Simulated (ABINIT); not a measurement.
# ZrS2 (P-3m1) in ABINIT: settings compared

The runs below take ZrS2 through band structure, with LDA-PZ, PW91.

Everything below comes from runs of ABINIT 10.8.3 (patched build). Logs are shortened: lines on timing, memory, paths and dates and some standing lists are left out, and cuts for length are marked. The log counts tension as positive stress, the text compression.

**The experiment to reproduce.**

“Stress-Tuned Optical Transitions in Layered 1T-MX2 (M= Hf, Zr, Sn; X= S, Se) Crystals”, 2022, arxiv:2210.12074 quotes, for a bulk crystal of ZrS2: band gap 1.68 eV (indirect).

How close the calculation comes is told below.

## (1) Starting point

The structure is trigonal, space group P-3m1 (No. 164). Conventional cell: a = 3.691 Å, b = 3.691 Å, c = 6.041 Å, α = 90.00°, β = 90.00°, γ = 120.00°. Zr (site symmetry -3m) has 6 S at 2.57 Å as nearest neighbours. S (site symmetry 3m) is surrounded by 3 Zr at 2.57 Å.

The cell is a database's computed one.

## (2) Band structure, LDA-PZ

run.abi

```
# Datasets: ground state, then fixed potential
ndtset 2

# Pseudopotentials
pp_dirpath "./"
pseudos "Zr.LDA_PW-JTH.xml, S.LDA_PW-JTH.xml"

# Structure
acell 3*1.0 Angstrom
rprim
     3.6913825498     0.0000000000     0.0000000000
    -1.8456912749     3.1968310632     0.0000000000
     0.0000000000     0.0000000000     6.0410770100
ntypat 2
znucl 40 16
natom 3
typat 1 2 2
xred
     0.0000000000     0.0000000000     0.0000000000
     0.3333333333     0.6666666667     0.2379099700
     0.6666666667     0.3333333333     0.7620900300

# Plane-wave basis
ecut 20.0
pawecutdg 40.0

# Exchange and correlation
ixc 2

# Bands and occupations
occopt 3
tsmear 0.05 eV

# SCF cycle
nstep 100

# Output
iomode 3
prtwf 0
prteig 0
prtebands 0
enunit 1
prtden1 1

# Dataset 1
kptopt1 1
ngkpt1 8 8 5
nshiftk1 1
shiftk1 0.0 0.0 0.0
nband1 16
tolvrs1 1.0e-9

# Dataset 2: bands along G-M-K-G-A-L-H-A
iscf2 -2
getden2 1
nband2 22
nbdbuf2 4
tolwfr2 1.0e-11
kptopt2 -7
ndivsm2 8
prteig2 1
kptbounds2
     0.0000000000     0.0000000000     0.0000000000
     0.5000000000     0.0000000000     0.0000000000
     0.3333333333     0.3333333333     0.0000000000
     0.0000000000     0.0000000000     0.0000000000
     0.0000000000     0.0000000000     0.5000000000
     0.5000000000     0.0000000000     0.5000000000
     0.3333333333     0.3333333333     0.5000000000
     0.0000000000     0.0000000000     0.5000000000
```

Potentials or basis: JTH PAW LDA v2.0.

On the command line:

```console
abinit run.abi > log 2>&1
```

run.abo:

```text
.Version 10.8.3 of ABINIT
 DATASET    1 : space group P-3 m 1 (#164); Bravais hP (primitive hexag.)
================================================================================
 Values of the parameters that define the memory need for DATASET  1.
     intxc =       0    ionmov =       0      iscf =      17    lmnmax =      18
     lnmax =       6     mgfft =      48  mpssoang =       3    mqgrid =    3251
     natom =       3  nloc_mem =       2    nspden =       1   nspinor =       1
    nsppol =       1      nsym =      12    n1xccc =       1    ntypat =       2
    occopt =       3   xclevel =       1
       mpw =        2071          nfft =       43200          nkpt =          40
 PAW method is used; the additional fine FFT grid is defined by:
   mgfftf=        72    nfftf =    115200
================================================================================
================================================================================

 DATASET    2 : space group P-3 m 1 (#164); Bravais hP (primitive hexag.)
================================================================================
 Values of the parameters that define the memory need for DATASET  2.
     intxc =       0    ionmov =       0      iscf =      -2    lmnmax =      18
     lnmax =       6     mgfft =      48  mpssoang =       3    mqgrid =    3251
     natom =       3  nloc_mem =       2    nspden =       1   nspinor =       1
    nsppol =       1      nsym =      12    n1xccc =       1    ntypat =       2
    occopt =       3   xclevel =       1
       mpw =        2075          nfft =       43200          nkpt =          91
 PAW method is used; the additional fine FFT grid is defined by:
   mgfftf=        72    nfftf =    115200
================================================================================
================================================================================

--------------------------------------------------------------------------------
------------- Echo of variables that govern the present computation ------------
--------------------------------------------------------------------------------
 -outvars: echo values of preprocessed input variables --------
            acell      1.8897261259E+00  1.8897261259E+00  1.8897261259E+00 Bohr
              amu      9.12240000E+01  3.20660000E+01
             ecut      2.00000000E+01 Hartree
           enunit           1
           getden1          0
           getden2          1
             iscf1         17
             iscf2         -2
                       outvar_i_n : Printing only first  50 k-points.
              ixc           2
           jdtset        1    2
                       outvar_i_n : Printing only first  50 k-points.
           kptopt1          1
           kptopt2         -7
         kptrlatt        8    0    0      0    8    0      0    0    5
          kptrlen1     5.58056164E+01
          kptrlen2     3.00000000E+01
            natom           3
            nband1         16
            nband2         22
           nbdbuf1          0
           nbdbuf2          4
           ndtset           2
           ndivsm1          0
           ndivsm2          8
            ngfft          30      30      48
          ngfftdg          40      40      72
             nkpt1         40
             nkpt2         91
            nstep         100
             nsym          12
           ntypat           2
           occopt           3
        pawecutdg      4.00000000E+01 Hartree
        prtebands           0
           prteig1          0
           prteig2          1
            prtwf           0
            rprim      3.6913825498E+00  0.0000000000E+00  0.0000000000E+00
                      -1.8456912749E+00  3.1968310632E+00  0.0000000000E+00
                       0.0000000000E+00  0.0000000000E+00  6.0410770100E+00
           shiftk1     0.00000000E+00  0.00000000E+00  0.00000000E+00
           shiftk2     5.00000000E-01  5.00000000E-01  5.00000000E-01
          spgroup         164
           tolvrs1     1.00000000E-09
           tolvrs2     0.00000000E+00
[... 313 lines left out ...]
 -1.6102E+00 -8.0568E-01 -8.0047E-01 -8.0047E-01 -2.7628E-01 -2.2385E-01
  2.7959E-02  8.3005E-02  8.3005E-02  1.8224E-01  1.8224E-01  1.8334E-01
  2.3973E-01  2.3973E-01  2.6995E-01  3.6763E-01  3.6763E-01  3.8442E-01
  3.9477E-01  5.3186E-01  5.3186E-01  6.0541E-01
 Non-SCF case, kpt    2 (  0.03333  0.00000  0.00000), residuals and eigenvalues=
  3.16E-12  4.17E-12  3.01E-12  4.56E-12  3.62E-12  1.21E-12  1.54E-12  7.31E-12
  7.44E-12  3.21E-12  6.58E-12  6.01E-12  2.64E-12  2.57E-12  3.31E-12  7.26E-12
[... 703 lines left out ...]
  3.20E-12  5.66E-12  6.29E-12  7.16E-12  2.79E-12  9.79E-12  4.50E-12  9.47E-12
  4.55E-12  5.80E-12  9.62E-12  9.71E-11  2.22E-07  2.66E-08
 -1.6102E+00 -8.0567E-01 -8.0058E-01 -8.0050E-01 -2.6876E-01 -2.3482E-01
  6.2571E-02  8.2078E-02  8.4305E-02  1.2652E-01  1.7533E-01  1.7710E-01
  2.3962E-01  2.4038E-01  2.8280E-01  3.7489E-01  3.7813E-01  4.1286E-01
  4.5292E-01  5.0423E-01  5.3644E-01  5.3937E-01
 Non-SCF case, kpt   91 (  0.00000  0.00000  0.50000), residuals and eigenvalues=
  2.67E-12  5.10E-12  3.22E-12  7.72E-12  7.91E-12  4.82E-12  6.47E-12  7.14E-12
  3.45E-12  2.76E-12  3.73E-12  8.64E-12  3.25E-12  7.06E-12  5.80E-12  2.35E-12
  3.10E-12  9.43E-12  2.26E-12  9.23E-11  3.20E-10  2.01E-08
 -1.6102E+00 -8.0569E-01 -8.0048E-01 -8.0048E-01 -2.6919E-01 -2.3479E-01
  6.2112E-02  8.4033E-02  8.4033E-02  1.2421E-01  1.7854E-01  1.7854E-01
  2.3872E-01  2.3872E-01  2.8181E-01  3.7864E-01  3.7864E-01  4.0880E-01
  4.5184E-01  5.0305E-01  5.3768E-01  5.3768E-01

--- !ResultsGS
iteration_state: {dtset: 2, }
comment   : Summary of ground state results
lattice_vectors:
- [  6.9757020,   0.0000000,   0.0000000, ]
- [ -3.4878510,   6.0411352,   0.0000000, ]
- [  0.0000000,   0.0000000,  11.4159811, ]
lattice_lengths: [   6.97570,    6.97570,   11.41598, ]
lattice_angles: [ 90.000,  90.000, 120.000, ] # degrees, (23, 13, 12)
lattice_volume:   4.8108267E+02
convergence: {deltae:  0.000E+00, res2:  0.000E+00, residm:  9.993E-12, diffor:  0.000E+00, }
etotal    :  -6.85867497E+01
entropy   :   0.00000000E+00
fermie    :   2.02255615E-01
cartesian_stress_tensor: null
pressure_GPa: null
xred      :
- [  0.0000E+00,   0.0000E+00,   0.0000E+00, Zr]
- [  3.3333E-01,   6.6667E-01,   2.3791E-01,  S]
- [  6.6667E-01,   3.3333E-01,   7.6209E-01,  S]
cartesian_forces: null
force_length_stats: {min: null, max: null, mean: null, }
...

 Integrated electronic density in atomic spheres:
 ------------------------------------------------
 Atom  Sphere_radius  Integrated_density
    1        2.22030          8.92187358
    2        1.90380          3.57780800
    3        1.90380          3.57780800

================================================================================

 ----iterations are completed or convergence reached----

 Mean square residual over all n,k,spin=   51.516E-13; max=  99.930E-13
 reduced coordinates (array xred) for    3 atoms
       0.000000000000      0.000000000000      0.000000000000
       0.333333333333      0.666666666667      0.237909970000
       0.666666666667      0.333333333333      0.762090030000

 cartesian coordinates (angstrom) at end:
    1      0.00000000000000     0.00000000000000     0.00000000000000
    2     -0.00000000000000     2.13122070880000     1.43723245021679
    3      1.84569127490000     1.06561035440000     4.60384455978321
 length scales=  1.889726125908  1.889726125908  1.889726125908 bohr
              =  1.000000000000  1.000000000000  1.000000000000 angstroms
 Eigenvalues (   eV  ) for nkpt=  91  k points:
 kpt#   1, nband= 22, wtk=  1.00000, kpt=  0.0000  0.0000  0.0000 (reduced coord)
 -43.81556  -21.92371  -21.78200  -21.78200   -7.51797   -6.09128    0.76081    2.25869
   2.25869    4.95912    4.95912    4.98884    6.52352    6.52352    7.34558   10.00360
  10.00360   10.46069   10.74231   14.47263   14.47263   16.47404
 kpt#   2, nband= 22, wtk=  1.00000, kpt=  0.0333  0.0000  0.0000 (reduced coord)
 -43.81537  -21.92311  -21.78486  -21.78262   -7.50637   -6.09425    0.77623    2.24487
   2.26616    4.86826    4.91914    4.99799    6.54750    6.56881    7.35673    9.92084
   9.99731   10.51526   10.87038   14.44965   14.51571   16.44325
 kpt#   3, nband= 22, wtk=  1.00000, kpt=  0.0667  0.0000  0.0000 (reduced coord)
 -43.81480  -21.92133  -21.79322  -21.78441   -7.47192   -6.10297    0.82215    2.20642
   2.28814    4.62717    4.81332    5.01999    6.59353    6.69112    7.39295    9.76622
   9.98142   10.67450   11.16025   14.39033   14.64452   16.33037
 kpt#   4, nband= 22, wtk=  1.00000, kpt=  0.1000  0.0000  0.0000 (reduced coord)
 -43.81386  -21.91848  -21.80672  -21.78729   -7.41574   -6.11700    0.89740    2.15115
   2.32299    4.29341    4.66970    5.03954    6.62060    6.86010    7.45624    9.63063
   9.96304   10.92071   11.52171   14.31230   14.85166   16.08838
 kpt#   5, nband= 22, wtk=  1.00000, kpt=  0.1333  0.0000  0.0000 (reduced coord)
[... 333 lines left out ...]
   2.34663    3.79026    4.25019    4.54621    6.68425    6.74795    7.89237    9.74388
  10.17317   11.80821   12.55850   13.86885   14.37635   15.08644
 kpt#  89, nband= 22, wtk=  1.00000, kpt=  0.0392  0.0392  0.5000 (reduced coord)
 -43.81476  -21.92158  -21.79359  -21.78457   -7.27843   -6.39250    1.73926    2.10532
   2.31519    3.59758    4.54619    4.70897    6.58802    6.64252    7.77346    9.98266
  10.24628   11.48720   12.41317   13.79527   14.50475   14.82475
 kpt#  90, nband= 22, wtk=  1.00000, kpt=  0.0196  0.0196  0.5000 (reduced coord)
 -43.81536  -21.92343  -21.78496  -21.78268   -7.31337   -6.38980    1.70264    2.23346
   2.29406    3.44271    4.77103    4.81911    6.52045    6.54097    7.69529   10.20130
  10.28943   11.23454   12.32459   13.72091   14.59728   14.67706
 kpt#  91, nband= 22, wtk=  1.00000, kpt=  0.0000  0.0000  0.5000 (reduced coord)
 -43.81557  -21.92406  -21.78204  -21.78204   -7.32516   -6.38888    1.69016    2.28667
   2.28667    3.37999    4.85844    4.85844    6.49583    6.49583    7.66841   10.30343
  10.30343   11.12400   12.29507   13.68879   14.63103   14.63103

== END DATASET(S) ==============================================================
================================================================================

 -outvars: echo values of variables after computation  --------
            acell      1.8897261259E+00  1.8897261259E+00  1.8897261259E+00 Bohr
           etotal1    -6.8586749682E+01
            fcart1     1.2866782467E-29  7.4286403212E-30 -0.0000000000E+00
                       1.2866782467E-29 -3.7143201606E-29 -5.8225127409E-03
                      -2.5733564935E-29  2.9714561285E-29  5.8225127409E-03
            rprim      3.6913825498E+00  0.0000000000E+00  0.0000000000E+00
                      -1.8456912749E+00  3.1968310632E+00  0.0000000000E+00
                       0.0000000000E+00  0.0000000000E+00  6.0410770100E+00
           strten1     1.7574371528E-04  1.7574371530E-04  1.1859002711E-04
                       0.0000000000E+00  0.0000000000E+00  0.0000000000E+00
           xangst      0.0000000000E+00  0.0000000000E+00  0.0000000000E+00
                      -3.8164015073E-16  2.1312207088E+00  1.4372324502E+00
                       1.8456912749E+00  1.0656103544E+00  4.6038445598E+00
             xred      0.0000000000E+00  0.0000000000E+00  0.0000000000E+00
                       3.3333333333E-01  6.6666666667E-01  2.3790997000E-01
                       6.6666666667E-01  3.3333333333E-01  7.6209003000E-01
 Calculation completed.
```

It took 3.2 min on 1 thread of Intel Xeon Platinum 8488C (Sapphire Rapids), shared host; peak memory 0.15 GiB.

Results:

```
Free energy                                           : -1866.3405 eV
Pressure                                              : -4.6 GPa
Largest force                                         : 0.299 eV/Å
Band gap on the k mesh                                : 0.93 eV, indirect (least direct gap 1.53 eV)
Band gap along the path                               : 0.91 eV, indirect (least direct gap 1.53 eV)
Valence electrons inside the program's atomic spheres : Zr 8.92; S 3.58
```

Forces in eV/Å, atoms in the order of the input:
```
Zr   0.000  0.000  0.000
S    0.000  0.000 -0.299
S    0.000  0.000  0.299
```

Levels at the corners of the path, in eV from the valence-band top:
```
point  band 10  band 11  band 12  band 13  band 14  band 15
    Γ    -0.08    -0.08    -0.05     1.48     1.48     2.30
    M    -2.39    -1.69    -1.17     1.08     3.14     3.40
    K    -2.00    -2.00    -1.43     2.08     3.10     3.10
    Γ    -0.08    -0.08    -0.05     1.48     1.48     2.30
    A    -1.66    -0.18    -0.18     1.45     1.45     2.63
    L    -2.23    -0.97    -0.79     0.91     3.14     3.40
    H    -1.89    -1.75    -1.75     2.18     2.83     2.83
    A    -1.66    -0.18    -0.18     1.45     1.45     2.63
```

## (3) Band structure, PW91

Changes to run.abi since step 2:

```diff
@@ -5,10 +5,10 @@
 pp_dirpath "./"
-pseudos "Zr.LDA_PW-JTH.xml, S.LDA_PW-JTH.xml"
+pseudos "Zr.GGA_PBE-JTH.xml, S.GGA_PBE-JTH.xml"
 
 # Structure
-acell 3*1.0 Angstrom
+acell 3.6913825498 3.6913825498 6.04107701 Angstrom
 rprim
-     3.6913825498     0.0000000000     0.0000000000
-    -1.8456912749     3.1968310632     0.0000000000
-     0.0000000000     0.0000000000     6.0410770100
+     1.0000000000     0.0000000000     0.0000000000
+    -0.5000000000     0.8660254038     0.0000000000
+     0.0000000000     0.0000000000     1.0000000000
 ntypat 2
@@ -27,3 +27,3 @@
 # Exchange and correlation
-ixc 2
+ixc -109134
 
@@ -41,3 +41,2 @@
 prtebands 0
-enunit 1
 prtden1 1
@@ -59,4 +58,5 @@
 kptopt2 -7
-ndivsm2 8
+ndivsm2 5
 prteig2 1
+prtvol2 -3
 kptbounds2
```

Potentials or basis: JTH PAW PBE v2.0.

On the command line:

```console
abinit run.abi > log 2>&1
```

Run time: 76 s. Hardware: 1 thread of Intel Xeon Platinum 8488C (Sapphire Rapids), shared host; peak memory 0.15 GiB.

The run converged. Its results:

```yaml
Free_energy: -1861.9341 eV
Pressure: 0.2 GPa
Largest_force: 0.020 eV/Å
Band_gap_on_the_k_mesh: 1.05 eV, indirect (least direct gap 1.63 eV)
Band_gap_along_the_path: 1.02 eV, indirect (least direct gap 1.63 eV)
Valence_electrons_inside_the_program's_atomic_spheres: Zr 8.91; S 3.60
```

Forces in eV/Å, atoms in the order of the input:
```
Zr   0.000  0.000  0.000
S    0.000  0.000  0.020
S    0.000  0.000 -0.020
```

Stress tensor (GPa, compression positive):
```
-0.06  0.00  0.00
 0.00 -0.06  0.00
 0.00  0.00  0.86
```

Levels at the corners of the path, in eV from the valence-band top:
```
point  band 8  band 9  band 10  band 11  band 12  band 13  band 14  band 15  band 16  band 17
    Γ   -2.76   -2.76    -0.09    -0.09    -0.05     1.58     1.58     2.42     4.99     4.99
    M   -2.55   -2.44    -2.34    -1.65    -1.16     1.19     3.23     3.49     5.66     5.92
    K   -3.25   -3.25    -1.97    -1.97    -1.41     2.19     3.17     3.17     4.98     4.98
    Γ   -2.76   -2.76    -0.09    -0.09    -0.05     1.58     1.58     2.42     4.99     4.99
    A   -2.73   -2.73    -1.57    -0.19    -0.19     1.56     1.56     2.73     5.27     5.27
    L   -3.04   -2.55    -2.20    -0.97    -0.79     1.02     3.22     3.49     5.28     5.89
    H   -3.38   -3.03    -1.84    -1.74    -1.74     2.29     2.92     2.92     5.49     5.49
    A   -2.73   -2.73    -1.57    -0.19    -0.19     1.56     1.56     2.73     5.27     5.27
```

Caveat: the PAW data sets were made with another functional, which shifts forces and pressure a little; this functional lacks dispersion, which binds the layers, so the pressure and a relaxed spacing across them are unreliable.

## (4) Comparison with measurements

Step 2. Measured gap of ZrS2: 1.68 eV (indirect; quoted in “Stress-Tuned Optical Transitions in Layered 1T-MX2 (M= Hf, Zr, Sn; X= S, Se) Crystals”, 2022, arxiv:2210.12074). This calculation gives 0.91 eV (-0.77 eV). Spin-orbit coupling on Zr is left out. The value is that of LDA-PZ, without temperature or zero-point motion. Semilocal functionals fall short of measured gaps as a rule. The cell is a database's relaxed one, not the measured one, which moves gaps too.

Step 3. Against the measured gap of ZrS2, 1.68 eV (indirect; quoted in “Stress-Tuned Optical Transitions in Layered 1T-MX2 (M= Hf, Zr, Sn; X= S, Se) Crystals”, 2022, arxiv:2210.12074), the calculated 1.02 eV is off by -0.66 eV. Spin-orbit coupling on Zr is left out. The value is that of PW91, without temperature or zero-point motion. Semilocal functionals fall short of measured gaps as a rule. The cell is a database's relaxed one, not the measured one, which moves gaps too.
